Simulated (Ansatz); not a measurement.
## Zn2InGaO5: 69Ga nuclear quadrupole resonance

Cell: a computed structure from the Materials Project (it need not be an observed phase).

Space group P6_3/mmc (No. 194); a = 3.3461, c = 22.7455 Å, γ = 120.00°.

| site | Wyckoff | site symmetry | x | y | z |
| --- | --- | --- | --- | --- | --- |
| Zn | 4f | 3m. | 0.3333 | 0.6667 | 0.6354 |
| In | 2a | -3m. | 0.0000 | 0.0000 | 0.5000 |
| Ga | 2b | -6m2 | 0.0000 | 0.0000 | 0.7500 |
| O9 | 4f | 3m. | 0.3333 | 0.6667 | 0.5481 |
| O10 | 4e | 3m. | 0.0000 | 0.0000 | 0.6622 |
| O11 | 2d | -6m2 | 0.3333 | 0.6667 | 0.7500 |

One atom of each set is listed.

Level of theory: DFT, PBE, plane waves and PAW, scalar-relativistic, 420 eV cutoff, Γ-centred 7×7×1 k-points, Fermi–Dirac smearing 0.02 eV (Ansatz 0.2.0).

69Ga: I = 3/2, Q = 171.0 mb (year-2017 value). Static lattice, zero field.

Task: Predict the zero-field 69Ga lines of each site.

Result: For I = 3/2 there is one line, ν = (|C_Q|/2)(1 + η²/3)^½.

| site | atoms | V_zz (10²¹ V/m²) | C_Q (MHz) | η | line frequencies (MHz) |
| --- | --- | --- | --- | --- | --- |
| Ga | 2 | -4.81 | -19.9 | 0.00 | 9.95 |

Task: And for ⁷¹Ga (I = 3/2, Q = 107.0 mb) on Ga?

Result: C_Q scales with Q to -12.5 MHz, with lines at 6.23 MHz.

An axis of threefold or higher order runs through Ga, so V_zz lies along it and η is zero.

The run took 18 s of wall time (18 s of CPU time) and 0.66 GiB at its peak, on 1 thread of Arm Neoverse V2 (aarch64; 8 cores open to the job, memory cap 2.5 GiB, no GPU), a shared host with a load of 0.4 a core.
